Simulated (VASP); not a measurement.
# Sc under changes of volume

One of the cells (23.548 Å³/atom); the others are scaled copies at fixed shape and fractional positions:

```
Sc
1.0
     0.00000    2.27497    2.27497
     2.27497    0.00000    2.27497
     2.27497    2.27497    0.00000
Sc
1
Direct
  0.00000 0.00000 0.00000
```

This isn't the form of Sc at room conditions, which is hcp.

| Item | Value |
| --- | --- |
| Program | VASP 6.6.1 |
| Functional | PBE |
| Potentials or basis | VASP PAW PBE potentials, release 64 (Sc_sv) |
| Cutoff | 520 eV |
| k mesh | 10 × 10 × 10 |
| Occupations | fermi-dirac, width 0.05 eV |
| Spin | no spin polarisation |

| volume (Å³/atom) | energy over the lowest point (meV/atom) | pressure (GPa) |
| --- | --- | --- |
| 21.701 | ? | ? |
| 22.163 | 47.80 | 6.6 |
| 22.625 | 30.82 | 5.2 |
| 23.548 | 8.56 | 2.6 |
| 24.010 | 2.72 | 1.5 |
| 24.472 | 0.00 | 0.5 |

Task: What does the run at 21.701 Å³/atom give?

Result: Energy over the lowest point 69.10 meV/atom; pressure 8.1 GPa.

Worked out: A Birch-Murnaghan fit of order 3 (a polynomial in V^(-2/3)) to the other rows has its minimum at 24.67 Å³/atom, just outside them, with B0 = V·E''(V) = 52 GPa and B' = 3.2. It gives 69.13 meV/atom at 21.701 Å³/atom, against the run's 69.10, and -dE/dV = 8.2 GPa, against 8.1.

Energies are extrapolated to zero smearing.
